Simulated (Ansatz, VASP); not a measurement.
# One calculation of ZnS, two programs

```xyz
2
Lattice="0.0000 2.7218 2.7218 2.7218 0.0000 2.7218 2.7218 2.7218 0.0000" Properties=species:S:1:pos:R:3 pbc="T T T"
Zn    0.0000    0.0000    0.0000
S     4.0827    4.0827    4.0827
```

Alike in both runs: functional PBE; k mesh 10 × 10 × 10; occupations gaussian, width 0.02 eV; no spin polarisation.

Ansatz relaxed the structure, and its values are those at the end. VASP's run is a single point on that final structure, the one shown.

|  | VASP | Ansatz |
| --- | --- | --- |
| version | VASP 6.6.1 | Ansatz 0.2.0 |
| potentials or method | VASP PAW PBE potentials, release 64 (Zn, S) | scalar-relativistic, plane waves, PAW |
| plane-wave cutoff (eV) | 520 | 420 |
| valence electrons in the cell | 18 | 18 |

|  | VASP | Ansatz | Ansatz less VASP |
| --- | --- | --- | --- |
| gap on the k mesh at the Fermi level (eV) | 2.02 | 2.01 | -0.004 |
| least direct gap on the mesh (eV) | 2.02 | 2.01 | -0.004 |
| pressure (GPa) | 0.1 | 0.0 | -0.15 |

A hybrid or GW would open this gap; PBE tends to underestimate it.
